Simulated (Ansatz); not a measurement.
Input of an Ansatz 0.2.0 run:

File input.yaml:

```yaml
crystal:
  lattice:
    - [5.5822227355, 0.0, 0.0]
    - [-2.7911113678, 4.8343466985, 0.0]
    - [0.0, 0.0, 6.08246788]
  atoms:
    - { symbol: Ti, position: [0.46693675, 0.0, 0.3333333333] }
    - { symbol: Ti, position: [0.0, 0.46693675, 0.6666666667] }
    - { symbol: Ti, position: [0.53306325, 0.53306325, 0.0] }
    - { symbol: O, position: [0.58106572, 0.85143318, 0.1206639333] }
    - { symbol: O, position: [0.72963254, 0.14856682, 0.5460027333] }
    - { symbol: O, position: [0.27036746, 0.41893428, 0.7873306] }
    - { symbol: O, position: [0.85143318, 0.58106572, 0.8793360667] }
    - { symbol: O, position: [0.14856682, 0.72963254, 0.4539972667] }
    - { symbol: O, position: [0.41893428, 0.27036746, 0.2126694] }
hamiltonian:
  xc: rpbe
  pseudopotentials: { kind: paw }
kpoints:
  mp_grid: { grid: [6, 6, 5] }
scf:
  occupations: { method: fermi_dirac, width: 0.05 }
output:
  forces: true
  stress: true
  eigenvalues: true
  write_density: true
  write_potential: true
  elf: true
  volumetric_format: npy
relax:
  f_tol: 0.01
  max_steps: 40
  cell: { stress_tol: 0.05 }
```

Potentials or basis: Ansatz PAW.

Command:

```bash
$ ansatz run input.yaml --threads 4 --pin off --max-ram 11264MiB --backend cpu --events-out ev --progress --plain --runs-dir out
```

Q: Estimate the band gap on the k mesh.

A: 3.33 eV, indirect (least direct gap 3.43 eV).

Q: Estimate the space group after relaxing (to 0.05 Å).

A: P6_422 (No. 181).

Step by step:
| step | energy change (eV) | largest force (eV/Å) | volume (Å³) |
| --- | --- | --- | --- |
| 1 | 0.0000 | 0.1898 | 164.14 |
| 2 | -0.0573 | 0.0337 | 169.51 |
| 3 | -0.0680 | 0.0902 | 174.35 |
| 4 | -0.0829 | 0.0498 | 178.99 |
| 5 | -0.0822 | 0.0061 | 180.94 |
| 6 | -0.0821 | 0.0012 | 181.19 |
| 7 | -0.0807 | 0.0062 | 181.97 |
| 8 | -0.0807 | 0.0022 | 181.97 |
| 9 | -0.0805 | 0.0008 | 182.09 |
| 10 | -0.1536 | 0.0009 | 182.09 |
| 11 | -0.1547 | 0.0070 | 184.17 |
| 12 | -0.1531 | 0.0076 | 185.04 |
| 13 | -0.1549 | 0.0014 | 184.45 |
| 14 | -0.1603 | 0.0014 | 184.45 |

Caveat: odd divisions of the mesh miss points on the zone boundary, where band edges often lie, so the gap on the mesh can be too wide; the plane-wave basis is chosen anew once the cell has moved, so the energies of steps on either side of that aren't comparable; the PAW data sets come from PBE, with cores solved anew for the run's functional, which leaves a small shift of forces and pressure. A k mesh can miss the band edges.
